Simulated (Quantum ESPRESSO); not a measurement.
# In (Im-3m) in Quantum ESPRESSO: equation of state

Aim: energy against volume of In in PBEsol, for its equilibrium volume and stiffness.

All numbers are computed with Quantum ESPRESSO 7.5; they aren't measurements. Logs are shortened: lines on timing, memory, paths and dates and some standing lists are left out, and cuts for length are marked.

### Step 1. Starting point

It takes space group Im-3m (No. 229, cubic). The conventional cell has a = 3.765 Å, b = 3.765 Å, c = 3.765 Å, α = 90.00°, β = 90.00°, γ = 90.00°. Around In (site symmetry m-3m) lie 8 In at 3.26 Å.

This isn't the form of In at room conditions, which is tetragonal.

### Step 2. Single point, PBEsol, 25.08 Å³/atom

Contents of pw.in:

```
&CONTROL
  calculation = 'scf'
  prefix = 'pwscf'
  outdir = './tmp'
  pseudo_dir = './pseudo'
  tstress = .true.
  disk_io = 'nowf'
/
&SYSTEM
  ibrav = 0
  nat = 1
  ntyp = 1
  ecutwfc = 56
  ecutrho = 448
  nbnd = 12
  occupations = 'smearing'
  smearing = 'fd'
  degauss = 0.00367493
/
&ELECTRONS
  conv_thr = 2d-10
  electron_maxstep = 120
  mixing_beta = 0.5
/
ATOMIC_SPECIES
In   114.8180 in_pbesol_v1.4.uspp.F.UPF
CELL_PARAMETERS angstrom
  -1.8440955744    1.8440955744    1.8440955744
   1.8440955744   -1.8440955744    1.8440955744
   1.8440955744    1.8440955744   -1.8440955744
ATOMIC_POSITIONS crystal
In     0.0000000000    0.0000000000    0.0000000000
K_POINTS automatic
10 10 10 0 0 0
```

Potentials or basis: GBRV 1.5 PBEsol.

Launch:

```bash
OMP_NUM_THREADS=1 mpirun -n 2 pw.x -nk 2 -in pw.in > pw.out
```

pw.out:

```text
This program is part of the open-source Quantum ESPRESSO suite
     for quantum simulation of materials; please cite
[... 13 lines left out ...]
     --------------------
     sticks:   dense  smooth     PW     G-vecs:    dense   smooth      PW
     Sum        1227     619    221                27115     9597    2123

     Using Slab Decomposition

     bravais-lattice index     =            0
     lattice parameter (alat)  =       6.0359  a.u.
     unit-cell volume          =     169.2805 (a.u.)^3
     number of atoms/cell      =            1
     number of atomic types    =            1
     number of electrons       =        13.00
     number of Kohn-Sham states=           12
     kinetic-energy cutoff     =      56.0000  Ry
     charge density cutoff     =     448.0000  Ry
     scf convergence threshold =      2.0E-10
     mixing beta               =       0.5000
     number of iterations used =            8  plain     mixing
     Exchange-correlation= SLA  PW   PSX  PSC
                           (   1   4  10   8   0   0   0)

     celldm(1)=   6.035912  celldm(2)=   0.000000  celldm(3)=   0.000000
     celldm(4)=   0.000000  celldm(5)=   0.000000  celldm(6)=   0.000000

     crystal axes: (cart. coord. in units of alat)
               a(1) = (  -0.577350   0.577350   0.577350 )
               a(2) = (   0.577350  -0.577350   0.577350 )
               a(3) = (   0.577350   0.577350  -0.577350 )

     reciprocal axes: (cart. coord. in units 2 pi/alat)
               b(1) = ( -0.000000  0.866025  0.866025 )
               b(2) = (  0.866025 -0.000000  0.866025 )
               b(3) = (  0.866025  0.866025  0.000000 )

     PseudoPot. # 1 for In read from file:
     in_pbesol_v1.4.uspp.F.UPF
     Pseudo is Ultrasoft + core correction, Zval = 13.0
     Generated by new atomic code, or converted to UPF format
     Using radial grid of  889 points,  6 beta functions with:
                l(1) =   0
                l(2) =   0
                l(3) =   1
                l(4) =   1
                l(5) =   2
                l(6) =   2
     Q(r) pseudized with  6 coefficients,  rinner =    1.400   1.400   1.400
                                                       1.400   1.400

     atomic species   valence    mass     pseudopotential
     In               13.00   114.81800     In( 1.00)

     48 Sym. Ops., with inversion, found

   Cartesian axes

     site n.     atom                  positions (alat units)
         1        In     tau(   1) = (   0.0000000   0.0000000   0.0000000  )

     number of k points=    47  Fermi-Dirac smearing, width (Ry)=  0.0037
                       cart. coord. in units 2pi/alat
        k(    1) = (   0.0000000   0.0000000   0.0000000), wk =   0.0020000
        k(    2) = (   0.0866025   0.0866025   0.0000000), wk =   0.0240000
        k(    3) = (   0.1732051   0.1732051   0.0000000), wk =   0.0240000
        k(    4) = (   0.2598076   0.2598076   0.0000000), wk =   0.0240000
        k(    5) = (   0.3464102   0.3464102   0.0000000), wk =   0.0240000
        k(    6) = (  -0.4330127  -0.4330127   0.0000000), wk =   0.0120000
[... 39 lines left out ...]
        k(   46) = (  -0.8660254  -0.0866025  -0.0866025), wk =   0.0240000
        k(   47) = (  -0.8660254  -0.8660254  -0.8660254), wk =   0.0020000

     Dense  grid:    27115 G-vectors     FFT dimensions: (  45,  45,  45)

     Smooth grid:     9597 G-vectors     FFT dimensions: (  30,  30,  30)

     Initial potential from superposition of free atoms

     starting charge      11.5000, renormalised to      13.0000
     Starting wfcs are    9 randomized atomic wfcs +    3 random wfcs

     Self-consistent Calculation

     iteration #  1     ecut=    56.00 Ry     beta= 0.50
     Davidson diagonalization with overlap
     ethr =  1.00E-02,  avg # of iterations =  5.8

     total energy              =    -131.75432775 Ry
     estimated scf accuracy    <       4.25982705 Ry

     iteration #  2     ecut=    56.00 Ry     beta= 0.50
     Davidson diagonalization with overlap
     ethr =  1.00E-02,  avg # of iterations =  2.0

     total energy              =    -133.15632619 Ry
     estimated scf accuracy    <       0.22694952 Ry

     iteration #  3     ecut=    56.00 Ry     beta= 0.50
     Davidson diagonalization with overlap
     ethr =  1.75E-03,  avg # of iterations =  2.1

     total energy              =    -133.18480062 Ry
     estimated scf accuracy    <       0.00880938 Ry

     iteration #  4     ecut=    56.00 Ry     beta= 0.50
     Davidson diagonalization with overlap
     ethr =  6.78E-05,  avg # of iterations =  3.9

     total energy              =    -133.18681957 Ry
     estimated scf accuracy    <       0.00130992 Ry

     iteration #  5     ecut=    56.00 Ry     beta= 0.50
     Davidson diagonalization with overlap
     ethr =  1.01E-05,  avg # of iterations =  5.4

     total energy              =    -133.18714258 Ry
     estimated scf accuracy    <       0.00000232 Ry

     iteration #  6     ecut=    56.00 Ry     beta= 0.50
     Davidson diagonalization with overlap
     ethr =  1.78E-08,  avg # of iterations =  3.1

     total energy              =    -133.18714400 Ry
     estimated scf accuracy    <       0.00000144 Ry

     iteration #  7     ecut=    56.00 Ry     beta= 0.50
     Davidson diagonalization with overlap
     ethr =  1.11E-08,  avg # of iterations =  2.0

     total energy              =    -133.18714436 Ry
     estimated scf accuracy    <       0.00000001 Ry

     iteration #  8     ecut=    56.00 Ry     beta= 0.50
     Davidson diagonalization with overlap
     ethr =  9.86E-11,  avg # of iterations =  2.6

     total energy              =    -133.18714436 Ry
     estimated scf accuracy    <          3.5E-09 Ry

     iteration #  9     ecut=    56.00 Ry     beta= 0.50
     Davidson diagonalization with overlap
     ethr =  2.68E-11,  avg # of iterations =  2.0

     End of self-consistent calculation

          k = 0.0000 0.0000 0.0000 (  1205 PWs)   bands (ev):

    -3.9645  -3.9645  -3.9645  -3.6527  -3.6527   0.8251  22.2103  22.2103
    22.2103  23.7394  23.7394  23.7394

          k = 0.0866 0.0866 0.0000 (  1203 PWs)   bands (ev):

    -3.9769  -3.9544  -3.9186  -3.6656  -3.6530   1.0654  19.9634  21.1606
    21.5670  22.8556  23.1337  23.6875

[... 41 lines left out ...]

    -4.0277  -3.9304  -3.7081  -3.6845  -3.6103   3.7800  12.9587  14.1941
    18.0115  23.1143  23.4550  25.5464

          k = 0.4330 0.2598 0.1732 (  1197 PWs)   bands (ev):

    -4.0434  -3.9183  -3.6988  -3.6849  -3.5598   5.5019  10.3697  12.9964
    17.3656  22.8332  24.6469  25.5562

          k = 0.5196 0.3464 0.1732 (  1199 PWs)   bands (ev):

    -4.0498  -3.9182  -3.7046  -3.6684  -3.5429   7.3117   8.1694  12.6868
    17.1426  22.6950  25.4976  26.2297

          k = 0.5196 0.2598 0.2598 (  1195 PWs)   bands (ev):

    -4.0392  -3.8439  -3.7524  -3.6540  -3.5903   7.3302   9.6271  10.5765
    17.0010  24.1627  24.4775  25.5410

          k = 0.1732 0.1732 0.1732 (  1187 PWs)   bands (ev):

    -3.9895  -3.9895  -3.7296  -3.6710  -3.6710   2.2929  15.8623  17.3218
    17.3218  24.8824  24.8824  25.0400

          k = 0.2598 0.2598 0.1732 (  1199 PWs)   bands (ev):

    -4.0253  -3.9706  -3.6840  -3.6597  -3.6363   3.5366  13.1010  15.4243
    16.2474  24.9906  24.9916  25.5694

          k = 0.3464 0.3464 0.1732 (  1192 PWs)   bands (ev):

    -4.0504  -3.9640  -3.6733  -3.6539  -3.5743   5.2645  10.1685  14.5063
    15.5854  24.5609  24.6541  25.5903

          k = 0.4330 0.4330 0.1732 (  1192 PWs)   bands (ev):

    -4.0593  -3.9662  -3.6631  -3.6524  -3.5520   7.1146   7.8976  14.2082
    15.3619  24.4012  24.5248  25.5952

          k = 0.0000 0.0000 0.1732 (  1213 PWs)   bands (ev):

    -3.9400  -3.9400  -3.9208  -3.6931  -3.6469   1.3069  19.8504  19.9941
    19.9941  21.4656  23.9306  23.9306

          k = 0.3464 0.2598 0.2598 (  1189 PWs)   bands (ev):

    -4.0220  -3.9479  -3.6722  -3.6684  -3.6139   5.0189  11.6492  13.0691
    15.0068  25.4952  26.0374  26.6178

          k = 0.4330 0.3464 0.2598 (  1197 PWs)   bands (ev):

    -4.0262  -3.9023  -3.6816  -3.6609  -3.6229   6.8977   9.4610  12.0453
    14.5171  25.4876  26.0041  27.8379

          k = 0.0000-0.0866 0.2598 (  1194 PWs)   bands (ev):

    -3.9626  -3.9167  -3.8043  -3.7303  -3.6550   2.0399  16.4924  18.3804
    19.1300  21.2612  23.6001  23.9166

          k = 0.5196 0.3464 0.3464 (  1199 PWs)   bands (ev):

    -4.0167  -3.7878  -3.7878  -3.6470  -3.6470   8.1166   9.8326   9.8326
    14.2558  25.5171  27.3861  27.3861

          k =-0.0000-0.1732 0.3464 (  1195 PWs)   bands (ev):

    -3.9994  -3.9318  -3.7351  -3.6692  -3.6460   3.2769  13.0651  17.0445
    18.1705  21.9304  22.8879  23.7015

          k = 0.0866-0.0866 0.3464 (  1205 PWs)   bands (ev):

    -3.9581  -3.8933  -3.7600  -3.7167  -3.6678   3.0260  14.7044  15.6616
    18.9870  20.5560  23.0388  25.5329

          k = 0.0000-0.2598 0.4330 (  1192 PWs)   bands (ev):

    -4.0292  -3.9747  -3.7130  -3.6802  -3.5131   5.0123   9.9747  16.1697
    17.5462  22.3179  22.4251  24.3513

          k = 0.0866-0.1732 0.4330 (  1203 PWs)   bands (ev):

    -3.9801  -3.9127  -3.7438  -3.7093  -3.5763   4.5103  11.8118  14.3316
    18.4614  21.1498  22.7167  25.5029

          k =-0.8660-0.3464-0.3464 (  1200 PWs)   bands (ev):

    -4.0405  -3.9950  -3.7003  -3.6855  -3.4612   6.9484   7.5822  15.8649
    17.3326  22.2697  22.3486  25.4706

          k =-0.7794-0.2598-0.3464 (  1196 PWs)   bands (ev):

    -3.9982  -3.9390  -3.7512  -3.6894  -3.4979   6.4521   9.0145  13.7707
    18.0500  21.6429  23.4831  25.2684

          k =-0.6928-0.1732-0.3464 (  1210 PWs)   bands (ev):

    -3.9783  -3.8956  -3.7800  -3.6785  -3.5421   6.2087  10.6856  11.7521
    18.9032  21.2221  22.4584  25.1678

          k =-0.6928-0.2598-0.2598 (  1200 PWs)   bands (ev):

    -3.9786  -3.8841  -3.8148  -3.6362  -3.5422   7.8980   8.9551  11.1055
    18.9369  21.6869  23.0175  23.3966

          k = 0.3464 0.3464 0.3464 (  1196 PWs)   bands (ev):

    -3.9504  -3.9504  -3.6878  -3.6550  -3.6550   6.6737  10.6557  12.3734
    12.3734  25.5246  28.9214  29.4554

          k = 0.4330 0.4330 0.3464 (  1194 PWs)   bands (ev):

    -3.9490  -3.8776  -3.7596  -3.6523  -3.6506   8.1118   9.5785  11.3458
    12.1384  25.5277  29.2018  29.6918

          k = 0.0000 0.0000 0.3464 (  1204 PWs)   bands (ev):

    -3.8580  -3.8580  -3.8060  -3.8008  -3.6877   2.7742  16.8038  16.8038
    16.8788  19.0494  25.5906  25.5907

          k =-0.0000-0.0866 0.4330 (  1204 PWs)   bands (ev):

    -3.8852  -3.8678  -3.7901  -3.7295  -3.6632   4.0048  13.6642  15.5039
    16.7250  19.0893  25.3323  25.4292

          k = 0.0000-0.1732 0.5196 (  1197 PWs)   bands (ev):

    -3.9423  -3.8911  -3.8034  -3.7086  -3.5270   5.7201  10.6549  14.6579
    16.3274  20.3865  24.5959  24.8187

          k = 0.0866-0.0866 0.5196 (  1194 PWs)   bands (ev):

    -3.9276  -3.8592  -3.8027  -3.7064  -3.5758   5.4680  12.3383  13.2141
    17.0388  18.7133  24.4123  24.9709

          k =-0.8660-0.2598-0.2598 (  1192 PWs)   bands (ev):

    -3.9645  -3.9002  -3.8177  -3.6914  -3.4733   7.5481   8.3853  14.3639
    16.1685  21.9592  22.6366  24.6394

          k =-0.7794-0.1732-0.2598 (  1194 PWs)   bands (ev):

    -3.9546  -3.8801  -3.8411  -3.6457  -3.5085   7.3552   9.9342  12.3784
    17.1365  19.8354  22.0112  24.5849

          k =-0.6928-0.1732-0.1732 (  1207 PWs)   bands (ev):

    -3.9324  -3.9324  -3.8415  -3.5535  -3.5535   8.6961  10.1674  10.1674
    18.1555  20.0890  20.0890  24.4165

          k =-0.0000-0.0000 0.5196 (  1192 PWs)   bands (ev):

    -3.9377  -3.8319  -3.7188  -3.7188  -3.6640   5.2145  14.2084  14.2084
    14.8132  17.3725  24.3670  25.5480

          k = 0.0000-0.0866 0.6062 (  1201 PWs)   bands (ev):

    -3.9901  -3.9163  -3.7132  -3.6495  -3.5438   6.8868  11.7055  13.3619
    15.0801  17.6345  21.6598  25.5396

          k =-0.8660-0.1732-0.1732 (  1208 PWs)   bands (ev):

    -4.0053  -3.9537  -3.7191  -3.6227  -3.4884   8.5857   9.6118  13.0675
    15.1250  18.9169  19.7151  25.5374

          k =-0.7794-0.0866-0.1732 (  1209 PWs)   bands (ev):

    -4.0195  -3.9894  -3.6843  -3.5659  -3.5133   8.6738  10.9832  11.6117
    15.6121  17.6374  19.2428  25.5416

          k = 0.0000 0.0000 0.6928 (  1212 PWs)   bands (ev):

    -4.0514  -4.0128  -3.5710  -3.5710  -3.5491   8.4865  12.5099  12.5099
    13.5790  16.4079  19.0158  25.5494

          k =-0.8660-0.0866-0.0866 (  1212 PWs)   bands (ev):

    -4.0685  -4.0572  -3.5656  -3.5392  -3.5005  10.0773  11.0483  12.2129
    13.8461  16.7451  17.2870  25.5508

          k =-0.8660-0.8660-0.8660 (  1168 PWs)   bands (ev):

    -4.0952  -4.0952  -3.5050  -3.5050  -3.5050  11.9147  11.9147  11.9147
    11.9947  16.0951  16.0951  25.5531

     the Fermi energy is    10.6160 ev

!    total energy              =    -133.18714436 Ry
     estimated scf accuracy    <          3.4E-13 Ry
     smearing contrib. (-TS)   =      -0.00036054 Ry
     internal energy E=F+TS    =    -133.18678382 Ry

     The total energy is F=E-TS. E is the sum of the following terms:
     one-electron contribution =     -37.44408004 Ry
     hartree contribution      =      29.89493046 Ry
     xc contribution           =     -37.39380777 Ry
     ewald contribution        =     -88.24382647 Ry

     convergence has been achieved in   9 iterations

     Computing stress (Cartesian axis) and pressure

          total   stress  (Ry/bohr**3)                   (kbar)     P=       10.33
   0.00007024  -0.00000000  -0.00000000           10.33       -0.00       -0.00
  -0.00000000   0.00007024  -0.00000000           -0.00       10.33       -0.00
  -0.00000000  -0.00000000   0.00007024           -0.00       -0.00       10.33

=------------------------------------------------------------------------------=
   JOB DONE.
=------------------------------------------------------------------------------=
```

Run time: 9.2 s. Hardware: 2 MPI ranks of AMD EPYC 7R43 (Zen 3), shared host; peak memory 0.2 GiB.

What came out:

| Quantity | Value |
| --- | --- |
| Free energy | -1812.1034 eV |
| Pressure | 1.0 GPa |
| Band gap on the k mesh | none (metal or under the smearing width) |

### Step 3. Single point, PBEsol, 25.62 Å³/atom

pw.in: that of step 2 with these lines changed.

```diff
@@ -27,5 +27,5 @@
 CELL_PARAMETERS angstrom
-  -1.8440955744    1.8440955744    1.8440955744
-   1.8440955744   -1.8440955744    1.8440955744
-   1.8440955744    1.8440955744   -1.8440955744
+  -1.8570825908    1.8570825908    1.8570825908
+   1.8570825908   -1.8570825908    1.8570825908
+   1.8570825908    1.8570825908   -1.8570825908
 ATOMIC_POSITIONS crystal
```

Potentials or basis: GBRV 1.5 PBEsol.

Launch:

```bash
OMP_NUM_THREADS=1 mpirun -n 2 pw.x -nk 2 -in pw.in > pw.out
```

Run time: 9.9 s. Hardware: 2 MPI ranks of AMD EPYC 7R43 (Zen 3), shared host; peak memory 0.2 GiB.

The run converged. Its results:

| Quantity | Value |
| --- | --- |
| Free energy | -1812.1060 eV |
| Pressure | 0.1 GPa |
| Band gap on the k mesh | none (metal or under the smearing width) |

### Step 4. Single point, PBEsol, 26.15 Å³/atom

pw.in: that of step 3 with these lines changed.

```diff
@@ -27,5 +27,5 @@
 CELL_PARAMETERS angstrom
-  -1.8570825908    1.8570825908    1.8570825908
-   1.8570825908   -1.8570825908    1.8570825908
-   1.8570825908    1.8570825908   -1.8570825908
+  -1.8698904617    1.8698904617    1.8698904617
+   1.8698904617   -1.8698904617    1.8698904617
+   1.8698904617    1.8698904617   -1.8698904617
 ATOMIC_POSITIONS crystal
```

Launch:

```bash
OMP_NUM_THREADS=1 mpirun -n 2 pw.x -nk 2 -in pw.in > pw.out
```

Wall time 9.7 s (2 MPI ranks of AMD EPYC 7R43 (Zen 3), shared host); peak memory 0.2 GiB.

Results (log left out):

```
Free energy            : -1812.1055 eV
Pressure               : -0.8 GPa
Band gap on the k mesh : none (metal or under the smearing width)
```

### Step 5. Single point, PBEsol, 26.69 Å³/atom

pw.in: that of step 4 with these lines changed.

```diff
@@ -27,5 +27,5 @@
 CELL_PARAMETERS angstrom
-  -1.8698904617    1.8698904617    1.8698904617
-   1.8698904617   -1.8698904617    1.8698904617
-   1.8698904617    1.8698904617   -1.8698904617
+  -1.8825252400    1.8825252400    1.8825252400
+   1.8825252400   -1.8825252400    1.8825252400
+   1.8825252400    1.8825252400   -1.8825252400
 ATOMIC_POSITIONS crystal
```

Launch:

```bash
OMP_NUM_THREADS=1 mpirun -n 2 pw.x -nk 2 -in pw.in > pw.out
```

It took 9.8 s on 2 MPI ranks of AMD EPYC 7R43 (Zen 3), shared host; peak memory 0.2 GiB.

Results (log left out):

* Free energy: -1812.1024 eV
* Pressure: -1.5 GPa
* Band gap on the k mesh: none (metal or under the smearing width)

### Step 6. Single point, PBEsol, 27.22 Å³/atom

pw.in: that of step 5 with these lines changed.

```diff
@@ -27,5 +27,5 @@
 CELL_PARAMETERS angstrom
-  -1.8825252400    1.8825252400    1.8825252400
-   1.8825252400   -1.8825252400    1.8825252400
-   1.8825252400    1.8825252400   -1.8825252400
+  -1.8949926579    1.8949926579    1.8949926579
+   1.8949926579   -1.8949926579    1.8949926579
+   1.8949926579    1.8949926579   -1.8949926579
 ATOMIC_POSITIONS crystal
```

Potentials or basis: GBRV 1.5 PBEsol.

Launch:

```bash
OMP_NUM_THREADS=1 mpirun -n 2 pw.x -nk 2 -in pw.in > pw.out
```

It took 10 s on 2 MPI ranks of AMD EPYC 7R43 (Zen 3), shared host; peak memory 0.22 GiB.

Results (log left out):

```
Free energy            : -1812.0969 eV
Pressure               : -2.2 GPa
Band gap on the k mesh : none (metal or under the smearing width)
```

### Step 7. Single point, PBEsol, 27.75 Å³/atom

pw.in: that of step 6 with these lines changed.

```diff
@@ -27,5 +27,5 @@
 CELL_PARAMETERS angstrom
-  -1.8949926579    1.8949926579    1.8949926579
-   1.8949926579   -1.8949926579    1.8949926579
-   1.8949926579    1.8949926579   -1.8949926579
+  -1.9072981498    1.9072981498    1.9072981498
+   1.9072981498   -1.9072981498    1.9072981498
+   1.9072981498    1.9072981498   -1.9072981498
 ATOMIC_POSITIONS crystal
```

Launch:

```bash
OMP_NUM_THREADS=1 mpirun -n 2 pw.x -nk 2 -in pw.in > pw.out
```

Run time: 10 s. Hardware: 2 MPI ranks of AMD EPYC 7R43 (Zen 3), shared host; peak memory 0.22 GiB.

It converged, with:

| Item | Value |
| --- | --- |
| Free energy | -1812.0894 eV |
| Pressure | -2.8 GPa |
| Band gap on the k mesh | none (metal or under the smearing width) |

### Step 8. Single point, PBEsol, 28.29 Å³/atom

pw.in: that of step 7 with these lines changed.

```diff
@@ -27,5 +27,5 @@
 CELL_PARAMETERS angstrom
-  -1.9072981498    1.9072981498    1.9072981498
-   1.9072981498   -1.9072981498    1.9072981498
-   1.9072981498    1.9072981498   -1.9072981498
+  -1.9194468732    1.9194468732    1.9194468732
+   1.9194468732   -1.9194468732    1.9194468732
+   1.9194468732    1.9194468732   -1.9194468732
 ATOMIC_POSITIONS crystal
```

Launch:

```bash
OMP_NUM_THREADS=1 mpirun -n 2 pw.x -nk 2 -in pw.in > pw.out
```

Run time: 10 s. Hardware: 2 MPI ranks of AMD EPYC 7R43 (Zen 3), shared host; peak memory 0.22 GiB.

It converged, with:

| Quantity | Value |
| --- | --- |
| Free energy | -1812.0799 eV |
| Pressure | -3.3 GPa |
| Band gap on the k mesh | none (metal or under the smearing width) |

### Step 9. Equation of state, PBEsol

Potentials or basis: GBRV 1.5 PBEsol.

No new run: the results of the series are fitted here.

What came out:

| Item | Value |
| --- | --- |
| Equilibrium volume | 25.80 Å³/atom |
| Bulk modulus | 42 GPa |
| Pressure derivative of the bulk modulus | 4.7 (rough: it moves with the points fitted) |

Energy against volume, from the lowest point:
```
volume (Å³/atom)  energy (meV/atom)
          25.085               2.57
          25.618               0.00
          26.152               0.48
          26.686               3.58
          27.220               9.05
          27.753              16.63
          28.287              26.10
```
